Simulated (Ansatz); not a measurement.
# BaTiO3 (P1) in Ansatz: convergence with k mesh

Aim: find how far k mesh must go before the results for BaTiO3 settle, at PBE. This setting moves, with any that are tied to it; all else stays.

All numbers are computed with Ansatz 0.2.0; they aren't measurements. Logs are shortened: lines on timing, memory, paths and dates and some standing lists are left out, and cuts for length are marked.

## 1. The cell of the first run

The typed cell holds 5 atoms: a = 4.006 Å, b = 4.006 Å, c = 4.006 Å, α = 90.00°, β = 90.00°, γ = 90.00°.

The cell isn't the ideal one: atoms moved at random, drawn with an rms of 0.05 Å.

## 2. With k mesh 2 × 2 × 2

File input.yaml:

```yaml
crystal:
  lattice:
    - [4.006, 0.0, 0.0]
    - [0.0, 4.006, 0.0]
    - [0.0, 0.0, 4.006]
  atoms:
    - { symbol: Ba, position: [0.499582, 0.493219, 0.506278] }
    - { symbol: Ti, position: [7.0e-05, -0.002044, -0.010934] }
    - { symbol: O, position: [0.003381, 0.007636, 0.493172] }
    - { symbol: O, position: [0.000257, 0.49397, 0.006789] }
    - { symbol: O, position: [0.502622, -0.006537, 0.008546] }
hamiltonian:
  xc: pbe
  pseudopotentials: { kind: nc, accuracy: standard }
kpoints:
  mp_grid: { grid: [2, 2, 2] }
scf:
  occupations: { method: gaussian, width: 0.1 }
output:
  forces: true
  stress: true
  eigenvalues: true
```

Potentials or basis: PseudoDojo standard (PBE files).

Started as:

```bash
ansatz run input.yaml --threads 2 --pin off --max-ram 5632MiB --backend cpu --events-out ev --progress --plain --runs-dir out
```

Run time: 1.5 s. Hardware: 2 threads of Arm Neoverse V2, shared host; peak memory 0.39 GiB.

Results:

- Free energy: -3735.3018 eV
- Pressure: 3.5 GPa
- Largest force: 1.107 eV/Å
- Band gap on the k mesh: 1.47 eV, indirect (least direct gap 1.61 eV)

## 3. With k mesh 3 × 3 × 3

Edit input.yaml of step 2 so:

```diff
@@ -15,3 +15,3 @@
 kpoints:
-  mp_grid: { grid: [2, 2, 2] }
+  mp_grid: { grid: [3, 3, 3] }
 scf:
```

Potentials or basis: PseudoDojo standard (PBE files).

Started as:

```bash
ansatz run input.yaml --threads 2 --pin off --max-ram 5632MiB --backend cpu --events-out ev --progress --plain --runs-dir out
```

Run time: 4.2 s. Hardware: 2 threads of Arm Neoverse V2, shared host; peak memory 0.37 GiB.

Results:

```
Free energy            : -3735.9374 eV
Pressure               : 1.5 GPa
Largest force          : 0.810 eV/Å
Band gap on the k mesh : 1.88 eV, direct
```

## 4. With k mesh 4 × 4 × 4

Edit input.yaml of step 3 so:

```diff
@@ -15,3 +15,3 @@
 kpoints:
-  mp_grid: { grid: [3, 3, 3] }
+  mp_grid: { grid: [4, 4, 4] }
 scf:
```

Started as:

```bash
ansatz run input.yaml --threads 2 --pin off --max-ram 5632MiB --backend cpu --events-out ev --progress --plain --runs-dir out
```

Wall time 9.7 s (2 threads of Arm Neoverse V2, shared host); peak memory 0.44 GiB.

What came out:

```yaml
Free_energy: -3736.0120 eV
Pressure: 1.3 GPa
Largest_force: 0.760 eV/Å
Band_gap_on_the_k_mesh: 1.81 eV, indirect (least direct gap 1.93 eV)
```

## 5. With k mesh 5 × 5 × 5

Edit input.yaml of step 4 so:

```diff
@@ -15,3 +15,3 @@
 kpoints:
-  mp_grid: { grid: [4, 4, 4] }
+  mp_grid: { grid: [5, 5, 5] }
 scf:
```

Started as:

```bash
ansatz run input.yaml --threads 2 --pin off --max-ram 5632MiB --backend cpu --events-out ev --progress --plain --runs-dir out
```

Run time: 19 s. Hardware: 2 threads of Arm Neoverse V2, shared host; peak memory 0.53 GiB.

What came out:

- Free energy: -3736.0237 eV
- Pressure: 1.3 GPa
- Largest force: 0.748 eV/Å
- Band gap on the k mesh: 1.94 eV, indirect (least direct gap 1.95 eV)

## 6. With k mesh 6 × 6 × 6

Edit input.yaml of step 5 so:

```diff
@@ -15,3 +15,3 @@
 kpoints:
-  mp_grid: { grid: [5, 5, 5] }
+  mp_grid: { grid: [6, 6, 6] }
 scf:
```

Potentials or basis: PseudoDojo standard (PBE files).

Started as:

```bash
ansatz run input.yaml --threads 2 --pin off --max-ram 5632MiB --backend cpu --events-out ev --progress --plain --runs-dir out
```

It took 32 s on 2 threads of Arm Neoverse V2, shared host; peak memory 0.69 GiB.

The run converged. Its results:

* Free energy: -3736.0257 eV
* Pressure: 1.3 GPa
* Largest force: 0.745 eV/Å
* Band gap on the k mesh: 1.82 eV, indirect (least direct gap 1.95 eV)

## 7. With k mesh 8 × 8 × 8

Edit input.yaml of step 6 so:

```diff
@@ -15,3 +15,3 @@
 kpoints:
-  mp_grid: { grid: [6, 6, 6] }
+  mp_grid: { grid: [8, 8, 8] }
 scf:
```

Started as:

```bash
ansatz run input.yaml --threads 2 --pin off --max-ram 5632MiB --backend cpu --events-out ev --progress --plain --runs-dir out
```

It took 75 s on 2 threads of Arm Neoverse V2, shared host; peak memory 1.2 GiB.

Results (log left out):

- Free energy: -3736.0261 eV
- Pressure: 1.3 GPa
- Largest force: 0.744 eV/Å
- Band gap on the k mesh: 1.82 eV, indirect (least direct gap 1.95 eV)

## 8. With k mesh 9 × 9 × 9

Edit input.yaml of step 7 so:

```diff
@@ -15,3 +15,3 @@
 kpoints:
-  mp_grid: { grid: [8, 8, 8] }
+  mp_grid: { grid: [9, 9, 9] }
 scf:
```

Started as:

```bash
ansatz run input.yaml --threads 2 --pin off --max-ram 5632MiB --backend cpu --events-out ev --progress --plain --runs-dir out
```

It took 1.8 min on 2 threads of Arm Neoverse V2, shared host; peak memory 1.5 GiB.

It converged, with:

| Property | Result |
| --- | --- |
| Free energy | -3736.0261 eV |
| Pressure | 1.3 GPa |
| Largest force | 0.744 eV/Å |
| Band gap on the k mesh | 1.86 eV, indirect (least direct gap 1.95 eV) |

## 9. With k mesh 11 × 11 × 11

Edit input.yaml of step 8 so:

```diff
@@ -15,3 +15,3 @@
 kpoints:
-  mp_grid: { grid: [9, 9, 9] }
+  mp_grid: { grid: [11, 11, 11] }
 scf:
```

Potentials or basis: PseudoDojo standard (PBE files).

Started as:

```bash
ansatz run input.yaml --threads 2 --pin off --max-ram 5632MiB --backend cpu --events-out ev --progress --plain --runs-dir out
```

Standard output:

```text
Warning: RAYON_NUM_THREADS=2 ignored (pool sized by the plan → 2); use --threads N
Engine: ansatz 0.2.0, aarch64-unknown-linux-gnu
Pseudopotentials: kind: nc
Pseudopotential: Ba, nc, valence charge 10, recommended cutoff 770 eV (normal), Ba.nc.azcp (PseudoDojo's, or run here from an input of PseudoDojo's; its table is named by hamiltonian.pseudopotentials.accuracy)
Pseudopotential: Ti, nc, valence charge 12, recommended cutoff 1142.878222 eV (normal), Ti.nc.azcp (PseudoDojo's, or run here from an input of PseudoDojo's; its table is named by hamiltonian.pseudopotentials.accuracy)
Pseudopotential: O, nc, valence charge 6, recommended cutoff 1142.878222 eV (normal), O.nc.azcp (PseudoDojo's, or run here from an input of PseudoDojo's; its table is named by hamiltonian.pseudopotentials.accuracy)
Functional definition: PBE
  parameter kappa = 0.804
  parameter beta = 0.06672455060314922
  exchange = pbe_x(kappa = kappa, mu = beta*pi^2/3)
  correlation = pbe_c(beta = beta)
Crystal: 5 atoms, lattice volume = 64.288 Å³
Basis set: ecut = 1142.878222 eV, 5575 PW (Γ), exchange–correlation on 90×90×90 points (8 copies of the dense FFT grid, shifted against one another)
Bands: 25, of which v1, the nominal top of the filled ones, is band 20 counted from 1 (19 counted from 0)
Symmetry: 1 space group operations
Space group: P1 (ITA 1), of the structure as read, at distance tolerance 4.0e-5 Å
k-points: 666 of 1331 (time reversal used)
Non-local potential: Ba, projectors of the file, l = 0: 2, l = 1: 2, l = 2: 2, l = 3: 2
Non-local potential: Ti, projectors of the file, l = 0: 2, l = 1: 2, l = 2: 2
Non-local potential: O, projectors of the file, l = 0: 2, l = 1: 2, l = 2: 1
Initial density: superposition of atomic densities (chi_scale 0.1, normalization cell, long waves kept (reshape's long-wave potential 0.00 eV rms))
Initial wavefunctions: pseudopotential atomic-orbital guess
Functional: x = pbe(κ = 0.804, μ = 0.2195149727645171), c = pbe(β = 0.06672455060314922)
SCF iter   1: F=—  HF=-3736.551988 eV  |F-HF|=—  |Δ(HF+E_count)|=         —  Δρ=5.02e-2  dr2=1.93e0  ethr=3.10e-3  ⟨swp⟩=11.7  Hψ=112047  notcnv=0
preconditioner: auto → Resta (q_TF=auto, 2.521 Å⁻¹)  ε∞=5.8  [insulator: Δε(μ)=2.452 eV  Ē_g=11.546 eV  σ=0.100 eV  W_gap=1.00  n_scr=18 (ndim 8)  ℏωp=25.4 eV  f_vac=0.000  D(μ)=0.00/eV (n_scr^D=0)  ε∞_Penn≈5.8]
SCF iter   2: F=—  HF=-3736.132837 eV  |F-HF|=—  |Δ(HF+E_count)|=   4.19e-1  Δρ=2.77e-2  dr2=4.80e-1  ethr=3.10e-3  ⟨swp⟩=4.1  Hψ=39284  notcnv=0  defer=666
SCF iter   3: F=—  HF=-3736.056885 eV  |F-HF|=—  |Δ(HF+E_count)|=   7.60e-2  Δρ=1.79e-2  dr2=2.24e-1  ethr=1.20e-3  ⟨swp⟩=2.2  Hψ=29467  notcnv=0  defer=666
SCF iter   4: F=—  HF=-3736.023687 eV  |F-HF|=—  |Δ(HF+E_count)|=   3.32e-2  Δρ=4.88e-3  dr2=1.37e-2  ethr=5.61e-4  ⟨swp⟩=2.4  Hψ=25199  notcnv=0  defer=666
SCF iter   5: F=—  HF=-3736.025469 eV  |F-HF|=—  |Δ(HF+E_count)|=   1.78e-3  Δρ=1.44e-3  dr2=8.07e-4  ethr=3.42e-5  ⟨swp⟩=2.1  Hψ=29696  notcnv=0  defer=666
SCF iter   6: F=—  HF=-3736.026182 eV  |F-HF|=—  |Δ(HF+E_count)|=   7.13e-4  Δρ=2.88e-4  dr2=3.32e-5  ethr=2.02e-6  ⟨swp⟩=2.2  Hψ=26824  notcnv=0  defer=666
SCF iter   7: F=—  HF=-3736.026150 eV  |F-HF|=—  |Δ(HF+E_count)|=   3.15e-5  Δρ=6.35e-5  dr2=2.54e-6  ethr=8.30e-8  ⟨swp⟩=2.4  Hψ=26340  notcnv=0  defer=666
SCF iter   8: F=—  HF=-3736.026151 eV  |F-HF|=—  |Δ(HF+E_count)|=   1.27e-6  Δρ=7.01e-5  dr2=2.60e-6  ethr=6.34e-9  ⟨swp⟩=2.3  Hψ=26217  notcnv=0  defer=666
SCF iter   9: F=-3736.026151 eV  HF=-3736.026151 eV  |F-HF|=9.97e-9  |Δ(HF+E_count)|=   4.05e-7  Δρ=7.58e-6  dr2=2.78e-8  ethr=2.50e-10  ⟨swp⟩=15.2  Hψ=111047  notcnv=0
SCF 1 converged in 9 iterations: F = -3736.026151 eV  dr2 = 2.78e-8
SCF converged after 9 iterations
Free energy (F): -3736.026151 eV
Harris-Foulkes:  -3736.026151 eV  (|F-HF|=9.97e-9)
Internal energy: -3736.026151 eV  (E = F + TS)
E sigma→0 (E₀):  -3736.026151 eV
Fermi energy:    11.218190 eV
--- Per-component energies (eV) ---
  E_band       = -139.766742
  E_kinetic    = 1706.709044
  E_local      = -2594.618213  (includes V_loc(G=0)·N_el)
  E_nonlocal   = -78.027123
  E_hartree    = 809.158223
  E_xc         = -760.554933
  E_vxc        = -792.146868  (∫ρ·V_xc dr)
  E_ewald      = -2818.693149
  E_smearing   = -0.000000  (= −TS)
  E_closure    = -0.000000  (closes the sum)
  Σ components = -3736.026151   (vs F -3736.026151, Δ=0.00e0)
--- Forces (eV/Å), atoms counted from 1 ---
  atom   1  Ba     0.03406468     0.10507548    -0.29002757
  atom   2  Ti    -0.05360335     0.04246427     0.24788997
  atom   3  O     -0.02646537    -0.28156014     0.68783260
  atom   4  O      0.03346161     0.14676582    -0.30673236
  atom   5  O      0.01254006    -0.01275058    -0.33895885
  max |Σ_I F_I| component: 5.16e-6 eV/Å
--- Stress (GPa, compression-positive) ---
        1.301547       0.019314       0.026437
        0.019314       1.337745      -0.036191
        0.026437      -0.036191       1.118289
  P = ⅓ Tr σ = 1.2525 GPa (12.525 kbar)
--- Band table (eV; the first three rows and the last of 666) ---
  k-point 0: bands = ["-46.2591", "-22.4896", "-22.4891", "-22.4890", "-14.3436", "-6.4764", "-5.8012", "-5.7963", "0.4743", "0.4761", "0.4789", "8.0212", "8.0285", "8.0446", "9.2004", "9.2035", "9.2067", "10.1676", "10.1729", "10.1878", "12.1367", "12.1790", "12.1902", "14.3116", "14.3189"]
  k-point 1: bands = ["-46.2590", "-22.4932", "-22.4894", "-22.4889", "-14.3345", "-6.4782", "-5.7978", "-5.7935", "0.4872", "0.4901", "0.5112", "7.8945", "8.0052", "8.0085", "9.0836", "9.1143", "9.1603", "9.9625", "10.1120", "10.1223", "12.1472", "12.3439", "12.3527", "14.3117", "14.5581"]
  k-point 2: bands = ["-46.2588", "-22.5041", "-22.4890", "-22.4885", "-14.3096", "-6.5009", "-5.7869", "-5.7665", "0.5221", "0.5252", "0.6002", "7.5250", "7.9314", "7.9345", "8.8586", "8.9086", "9.0064", "9.4928", "9.9775", "9.9861", "12.1736", "12.7403", "12.7490", "14.3121", "15.0883"]
  k-point 665: bands = ["-46.2580", "-22.5384", "-22.4915", "-22.4909", "-14.2151", "-6.6201", "-5.7525", "-5.5467", "0.5637", "0.6915", "0.8127", "6.3717", "7.5261", "7.6246", "7.7600", "8.1648", "8.9860", "9.0756", "9.3016", "9.4948", "12.5778", "13.8122", "13.8284", "14.6681", "16.4297"]
```

Wall time 3.2 min (2 threads of Arm Neoverse V2, shared host); peak memory 2.5 GiB.

Results:

* Free energy: -3736.0262 eV
* Pressure: 1.3 GPa
* Largest force: 0.744 eV/Å
* Band gap on the k mesh: 1.85 eV, indirect (least direct gap 1.95 eV)

## 10. Summary

| k mesh | energy less the tightest run, at zero smearing (meV/atom) | pressure (GPa) | largest force (eV/Å) | gap on the mesh (eV) | SCF cycles | CPU time (s) | peak memory (GiB) |
| --- | --- | --- | --- | --- | --- | --- | --- |
| 2 × 2 × 2 | 144.87 | 3.48 | 1.107 | 1.473 | 9 | 2.9 | 0.39 |
| 3 × 3 × 3 | 17.75 | 1.48 | 0.810 | 1.880 | 9 | 8.2 | 0.37 |
| 4 × 4 × 4 | 2.83 | 1.28 | 0.760 | 1.806 | 9 | 19 | 0.44 |
| 5 × 5 × 5 | 0.49 | 1.26 | 0.748 | 1.935 | 9 | 37 | 0.53 |
| 6 × 6 × 6 | 0.09 | 1.25 | 0.745 | 1.820 | 10 | 63 | 0.69 |
| 8 × 8 × 8 | 0.00 | 1.25 | 0.744 | 1.820 | 10 | 150 | 1.2 |
| 9 × 9 × 9 | 0.00 | 1.25 | 0.744 | 1.859 | 10 | 210 | 1.5 |
| 11 × 11 × 11 | 0.00 | 1.25 | 0.744 | 1.847 | 9 | 380 | 2.5 |

Against the tightest run, the energy stays within 1 meV/atom from 5 × 5 × 5 on; the pressure stays within 0.1 GPa from 4 × 4 × 4 on; the largest force stays within 0.005 eV/Å from 5 × 5 × 5 on. Not settled before the last step: the gap on the mesh (to 0.01 eV). Meshes of other sizes hit other points, so gaps and Fermi surfaces needn't settle smoothly. The tightest run that finished is the yardstick and may itself not be fully converged.

Caveats: odd divisions of the mesh miss points on the zone boundary, where band edges often lie, so the gap on the mesh can be too wide; spin-orbit coupling is left out, which moves the levels of the heavy elements.
